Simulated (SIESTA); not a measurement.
**TiCo in SIESTA: the effect of pseudo set**

The system is TiCo.

```
Co Ti
1.0
     2.98611    0.00000    0.00000
     0.00000    2.98611    0.00000
     0.00000    0.00000    2.98611
Co Ti
1 1
Cartesian
  1.4931 1.4931 1.4931
  0.0000 0.0000 0.0000
```

The cell comes from a database or a generator and needn't be the stable form of this composition.

Alike in all runs:

```yaml
Program: SIESTA 5.4.2
Task: band structure
Functional: PBE
Basis: DZP (energy shift 0.003 Ry; two zetas on semicore shells)
Grid_cutoff: 800 Ry
Energy_shift: 0.003 Ry
k_mesh: 9 × 9 × 9
Occupations: fermi-dirac, width 0.05 eV
Spin: collinear spin, ferromagnetic start
Starting_moments: "[2.0, 1.0] μB"
```

Q: One run gave: pressure -3.2 GPa; moment 0.72 μB. Which pseudo set did it use?
A. PseudoDojo 0.5 standard
B. SG15 1.2
C. PseudoDojo 0.4 stringent
D. SPMS 1.0
E. PseudoDojo 0.4 standard

A: D.

| pseudo set | pressure (GPa) | moment (μB) |
| --- | --- | --- |
| PseudoDojo 0.4 standard | -1.5 | 0.81 |
| PseudoDojo 0.4 stringent | -1.7 | 0.78 |
| PseudoDojo 0.5 standard | -1.5 | 0.81 |
| SG15 1.2 | 0.7 | 0.82 |
| SPMS 1.0 | -3.2 | 0.72 |
| Ansatz NC | -1.1 | 0.81 |

Caveats: the basis of atomic orbitals isn't converged, which shifts pressures, moduli and gaps; short orbitals over semicore shells can move pressures by several GPa (some runs).
